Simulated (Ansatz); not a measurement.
**MnO: electron density at the nuclei under pressure**

```
Mn O
1.0
     3.37170    0.00000    0.00000
    -1.68585    2.91998    0.00000
     0.00000    0.00000    5.38550
Mn O
2 2
Direct
  0.33333 0.66667 0.01096
  0.66667 0.33333 0.51096
  0.33333 0.66667 0.37547
  0.66667 0.33333 0.87547
```

Atoms are numbered in the order listed.

The conventional cell has a = 3.372 Å, b = 3.372 Å, c = 5.386 Å, α = 90.00°, β = 90.00°, γ = 120.00°. Mn (atom 1) is surrounded by 4 O at 1.96 to 2.08 Å. O (atom 3) is surrounded by 4 Mn at 1.96 to 2.08 Å.

The cell comes from COD entry 4117966, which wasn't checked; take it as a given geometry.

Semilocal functionals without U often leave such compounds metallic or with too small a gap, and the real magnetic order may differ.

Other magnetic orders may lie lower; this is the state that the run reached.

Theory: DFT, PBE, all-electron PAW with datasets made for the crystal, scalar-relativistic in Ansatz 0.2.0.

Settings: a Γ-centred 14×14×8 k mesh, Fermi–Dirac smearing of 0.05 eV, cutoff 460 eV (chosen by the program for this cell), spin-polarised from start moments Mn1 4, Mn2 4 μB.

The contact density is the mean electron density over the nuclear volume; its changes follow the s electrons' response to bonding and compression. B(contact) includes core polarisation and is positive along the moment of the spin-up electrons. Changes below are taken from the unscaled cell, where it is 87839.7 e/Å³ at Mn1, 2157.58 e/Å³ at O3.

Volumes at which the program chose other datasets or cutoffs are left out.

B(contact) is what remains of large core and valence terms of opposite sign; semilocal functionals underestimate the core part, so small values are uncertain even in sign.

| V/V(cell) | P (GPa) | Δρ(0) Mn1 (e/Å³) | Δρ(0) O3 (e/Å³) | B(contact) Mn1 (T) | B(contact) O3 (T) | cell moment (μB) |
| --- | --- | --- | --- | --- | --- | --- |
| 0.9800 | 9.0 | ? | -0.09 | -18.8 | 16.7 | 9.99 |
| 0.9900 | 7.5 | 0.13 | ? | -18.9 | 16.5 | 9.99 |
| 1.0000 | 6.1 | 0.00 | 0.00 | -18.9 | 16.3 | 9.99 |
| 1.0100 | 4.7 | -0.13 | 0.04 | -19.0 | 16.2 | 10.00 |
| 1.0200 | 3.4 | ? | 0.09 | -19.0 | 16.0 | 10.00 |

(1) Give the missing entry: row "1.0200", column "Δρ(0) Mn1 (e/Å³)".

(2) What belongs in the row "0.9800", column "Δρ(0) Mn1 (e/Å³)"?

(3) What belongs in the row "0.9900", column "Δρ(0) O3 (e/Å³)"?

The datasets are made afresh for each cell, so very small changes are uncertain.

Results:

(1) -0.26.

(2) 0.27.

(3) -0.04.
